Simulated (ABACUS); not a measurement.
# TiAl (Pm-3m) in ABACUS: notebook, part 2 of 2

ABACUS 3.10.1. The steps go on from the part before.

**4. Single point, PBE**

File INPUT:

```
INPUT_PARAMETERS
suffix              TiAl
calculation         scf
basis_type          lcao
pseudo_dir          ./
orbital_dir         ./
symmetry            1
dft_functional      pbe
ecutwfc             100
pseudo_rcut         10
nspin               1
nbands              12
ks_solver           genelpa
smearing_method     fd
smearing_sigma      0.00367493
scf_thr             1e-07
scf_nmax            100
mixing_type         broyden
mixing_beta         0.7
cal_force           1
cal_stress          1
out_mul             1
out_chg             1
out_pot             2
out_elf             1
```

File STRU:

```
ATOMIC_SPECIES
Ti 47.8670 Ti.upf
Al 26.9815 Al.upf

NUMERICAL_ORBITAL
Ti_confined-atom_7au_4s3p3d1f.orb
Al_confined-atom_8au_3s3p2d1f.orb

LATTICE_CONSTANT
1.8897261246

LATTICE_VECTORS
3.1790640000 0.0000000000 0.0000000000
0.0000000000 3.1790640000 0.0000000000
0.0000000000 0.0000000000 3.1790640000

ATOMIC_POSITIONS
Direct

Ti
0.0
1
0.0000000000 0.0000000000 0.0000000000 1 1 1

Al
0.0
1
0.5000000000 0.5000000000 0.5000000000 1 1 1
```

File KPT:

```
K_POINTS
0
Gamma
8 8 8 0 0 0
```

Potentials or basis: PseudoDojo NC SR 0.4.1 PBE standard, TZDP LCAO (the cutoffs set its grid).

On the command line:

```bash
OMP_NUM_THREADS=1 mpirun -np 4 abacus > log
```

running log:

```text
ABACUS v3.10.1

               Atomic-orbital Based Ab-initio Computation at UStc

 ------------------------------------------------------------------------------------

 READING GENERAL INFORMATION
                           global_out_dir = OUT.TiAl/
                           global_in_card = INPUT
                               pseudo_dir = ./
[... 8 lines left out ...]

 READING ATOM TYPE 1
                               atom label = Ti
                      L=0, number of zeta = 4
                      L=1, number of zeta = 3
                      L=2, number of zeta = 3
                      L=3, number of zeta = 1
             number of atom for this type = 1

 READING ATOM TYPE 2
                               atom label = Al
                      L=0, number of zeta = 3
                      L=1, number of zeta = 3
                      L=2, number of zeta = 2
                      L=3, number of zeta = 1
             number of atom for this type = 1

                        TOTAL ATOM NUMBER = 2
DIRECT COORDINATES
    atom                   x                   y                   z     mag                  vx                  vy                  vz
taud_Ti1            0.0000000000        0.0000000000        0.0000000000  0.0000        0.0000000000        0.0000000000        0.0000000000
taud_Al1            0.5000000000        0.5000000000        0.5000000000  0.0000        0.0000000000        0.0000000000        0.0000000000

[... 352 lines left out ...]
 1/35 kpoint (Cartesian) = 0.0000 0.0000 0.0000 (933 pws)
       1       -45.4267     0.00390625
       2       -21.6372     0.00390625
       3       -21.6372     0.00390625
       4       -21.6372     0.00390625
       5        2.18051     0.00390625
       6        10.0295     0.00390625
       7        10.0295     0.00390625
       8        13.2694    8.59735e-19
       9        13.2694    8.59735e-19
      10        13.2694    8.59735e-19
      11        15.8668    2.36479e-41
      12        15.8668    2.36479e-41
[... 57 lines left out ...]
 6/35 kpoint (Cartesian) = 0.039320 0.039320 0.0000 (916 pws)
       1       -45.4224      0.0468750
       2       -21.6614      0.0468750
       3       -21.6588      0.0468750
       4       -21.6328      0.0468750
       5        2.67124      0.0468750
       6        9.91874      0.0468750
       7        10.0815      0.0468750
       8        12.4550    1.22248e-10
       9        12.7949    1.36361e-13
      10        13.0996    3.07778e-16
      11        15.3192    1.61833e-35
      12        15.7173    5.64158e-39

[... levels at 29 further k points ...]

 correction force for each atom along direction 1 is 1.18211e-14
 correction force for each atom along direction 2 is 1.02552e-14
 correction force for each atom along direction 3 is 5.94966e-14
------------------------------------------------------------------------------------------
 TOTAL-FORCE (eV/Angstrom)
------------------------------------------------------------------------------------------
                       Ti1         0.0000000000         0.0000000000         0.0000000000
                       Al1         0.0000000000         0.0000000000         0.0000000000
------------------------------------------------------------------------------------------

----------------------------------------------------------------
 TOTAL-STRESS (KBAR)
----------------------------------------------------------------
        10.7945245832         0.0000000000         0.0000000000
         0.0000000000        10.7945245832         0.0000000000
         0.0000000000         0.0000000000        10.7945245832
----------------------------------------------------------------
 TOTAL-PRESSURE: 10.794525 KBAR

 --------------------------------------------
 !FINAL_ETOT_IS -1678.6991256308679112 eV
 --------------------------------------------
```

stdout:

```text
ABACUS v3.10.1

               Atomic-orbital Based Ab-initio Computation at UStc

%%%%%%%%%%%%%%%%%%%%%%%%%%%%%%%%%%%%%%%%%%%%%%%%%%%%%%%%%%%%%%%%%%%%%%%%%%%%%%%%%%%%%%%%%%%%%%%%%%%%%%%%%
 Warning: the number of valence electrons in pseudopotential > 4 for Ti: [Ar] 3d2 4s2
[... 35 lines left out ...]
 TOTAL-STRESS (KBAR)
----------------------------------------------------------------
        10.7945245832         0.0000000000         0.0000000000
         0.0000000000        10.7945245832         0.0000000000
         0.0000000000         0.0000000000        10.7945245832
----------------------------------------------------------------
 TOTAL-PRESSURE: 10.794525 KBAR
```

mulliken.txt:

```text
 0
CALCULATE THE MULLIkEN ANALYSIS FOR EACH ATOM
 Total charge:	15
Decomposed Mulliken populations
0                             Zeta of Ti              Spin 1
s                                      0              1.9942
[... 86 lines left out ...]
SUM OVER M+Zeta                                       0.5699

fz^3                                   0              0.0180
fxz^2                                  0              0.0306
fyz^2                                  0              0.0212
fzx^2-zy^2                             0              0.0090
fxyz                                   0              0.0099
fx^3-3*xy^2                            0              0.0460
f3yx^2-y^3                             0              0.0351
SUM OVER M                                            0.1697
SUM OVER M+Zeta                                       0.1697

SUM OVER M+Zeta+L                                     3.4729

Total Charge on atom:                 Al              3.4729
```

It took 10 s on 4 MPI ranks of Intel Xeon at 2.60GHz (Ice Lake), shared host; peak memory 0.64 GiB.

What came out:

```yaml
Free_energy: -1678.6991 eV
Pressure: 1.1 GPa
Band_gap_on_the_k_mesh: none (metal or under the smearing width)
Mulliken_charges: Ti +0.47; Al -0.47 e
```

Levels at points of the mesh, in eV from the Fermi level:
```csv
k point,band 5,band 6,band 7,band 8,band 9,band 10
"(0.00, 0.00, 0.00)",-9.29,-1.44,-1.44,1.80,1.80,1.80
"(0.50, 0.00, 0.00)",-6.05,-5.20,-0.55,0.15,0.15,2.01
"(0.50, 0.50, 0.00)",-5.03,-2.12,-2.12,-1.46,0.71,0.71
"(0.50, 0.50, 0.50)",-3.10,-3.10,-3.10,0.61,2.80,2.80
```

Caveat: the atomic orbitals were generated for these runs and aren't a published set; Mulliken charges move with the basis; the basis of atomic orbitals isn't converged, which shifts pressures, moduli and gaps.

**5. The runs side by side**

```tsv
potentials or basis	cell	gap on the mesh (eV)	pressure (GPa)
PseudoDojo NC SR 0.4.1 PBE standard, DZP LCAO (the cutoffs set its grid)	as given	none	1.6
PseudoDojo NC SR 0.4.1 PBE standard, DZP LCAO (the cutoffs set its grid)	atoms moved at random, drawn with an rms of 0.05 Å	none	1.7
PseudoDojo NC SR 0.4.1 PBE standard, TZDP LCAO (the cutoffs set its grid)	as given	none	1.1
```

Alike in all rows: task single point; level PBE; no spin polarisation; k mesh 8 × 8 × 8; cutoff (eV) 1361; smearing fermi-dirac 0.05 eV.

Caveats: the atomic orbitals were generated for these runs and aren't a published set; the basis of atomic orbitals isn't converged, which shifts pressures, moduli and gaps.

Total energies depend on the potentials used, so only differences within one code and one set of settings carry meaning.
